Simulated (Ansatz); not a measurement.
**TiAl3: under pressure**

One table from this session's results is given with a row withheld; the runs are named, their logs left out.

Program: Ansatz 0.2.0. Level of theory: DFT r2SCAN, scalar-relativistic, plane waves, PAW. These are calculated values, not measurements.

1 further run of the same task is left out (set aside as unsound or not needed).

## Starting point

The structure is cubic, space group Pm-3m (No. 221). The conventional cell has a = 3.956 Å, b = 3.956 Å, c = 3.956 Å, α = 90.00°, β = 90.00°, γ = 90.00°. Ti (site symmetry m-3m) has 12 Al at 2.80 Å as nearest neighbours. Al (site symmetry 4/mmm) is surrounded by 4 Ti at 2.80 Å and 8 Al at 2.80 Å.

Coordinates:

```cif
data_structure
_symmetry_space_group_name_H-M 'P 1'
_symmetry_Int_Tables_number 1
_cell_length_a 3.9557
_cell_length_b 3.9557
_cell_length_c 3.9557
_cell_angle_alpha 90.000
_cell_angle_beta 90.000
_cell_angle_gamma 90.000
_cell_volume 61.90
loop_
_atom_site_label
_atom_site_type_symbol
_atom_site_fract_x
_atom_site_fract_y
_atom_site_fract_z
_atom_site_occupancy
Ti1 Ti 0.00000 0.00000 0.00000 1
Al1 Al 0.50000 0.50000 0.00000 1
Al2 Al 0.50000 0.00000 0.50000 1
Al3 Al 0.00000 0.50000 0.50000 1
```

It goes back to an entry of the Materials Project, which need not be the stable form.

It is the result of an earlier relaxation at this level (volume 15.47 Å³/atom; gap on the mesh: none (metal)).

The first run:

The input, input.yaml:

```yaml
crystal:
  lattice:
    - [3.968492312, 0.0, 0.0]
    - [0.0, 3.968492312, 0.0]
    - [0.0, 0.0, 3.968492312]
  atoms:
    - { symbol: Ti, position: [0.0, 0.0, 0.0] }
    - { symbol: Al, position: [0.5, 0.5, 0.0] }
    - { symbol: Al, position: [0.5, 0.0, 0.5] }
    - { symbol: Al, position: [0.0, 0.5, 0.5] }
basis:
  ecutwfc: 500
kpoints:
  mp_grid: { grid: [10, 10, 10] }
hamiltonian:
  xc: r2scan
scf:
  occupations: { method: gaussian, width: 0.1 }
output:
  forces: true
  stress: true
  eigenvalues: true
relax:
  adjacent_minimum: "off"
  f_tol: 0.008
  max_steps: 50
  cell: { stress_tol: 0.08, p_target: -1.0 }
```

On the command line:

```console
> ansatz run input.yaml --threads 1 --pin off --max-ram 2560MiB --backend cpu --events-out ev --progress --plain --runs-dir out
```

Steps of the session up to this table: Relaxing at -1 GPa; Relaxing at 1 GPa; 4 GPa; Relaxing at 12 GPa; Target pressure 25 GPa; Target pressure 50 GPa; Target pressure 90 GPa.

One of the session's tables, all rows but one given; the rest of the session is left out.

| P (GPa) | V (Å³/atom) | a (Å) | b (Å) | c (Å) | ΔH (eV/atom) |
| --- | --- | --- | --- | --- | --- |
| -1 | 15.60 | 3.967 | 3.967 | 3.967 | -0.097 |
| 0 | 15.47 | 3.956 | 3.956 | 3.956 | 0.000 |
| 1 | 15.35 | 3.945 | 3.945 | 3.945 | 0.096 |
| 4 | 14.97 | 3.913 | 3.913 | 3.913 | 0.380 |
| 12 | ? | ? | ? | ? | ? |
| 25 | 13.21 | 3.752 | 3.752 | 3.752 | 2.218 |
| 50 | 11.93 | 3.627 | 3.627 | 3.627 | 4.171 |
| 90 | 10.61 | 3.489 | 3.489 | 3.489 | 6.972 |

**Question.** Estimate the row for P (GPa) = 12.

Worked estimate for «V (Å³/atom)». A straight line through the neighbours (4, 14.97) and (25, 13.21) gives 14.97 + (13.21 − 14.97) × (12 − 4) / (25 − 4) = 14.30; a parabola fitted to 4 rows on both sides gives 14.24.

As computed: V (Å³/atom): 14.19; a (Å): 3.843; b (Å): 3.843; c (Å): 3.843; ΔH (eV/atom): 1.107. In «V (Å³/atom)» the line misses by +0.11 and the parabola by +0.05.

ΔH is E + PV over the energy at zero pressure; a, b and c are the vectors of the computed cell. 

Caveats from the session: Other structures may take over in this range; these runs cannot find them.
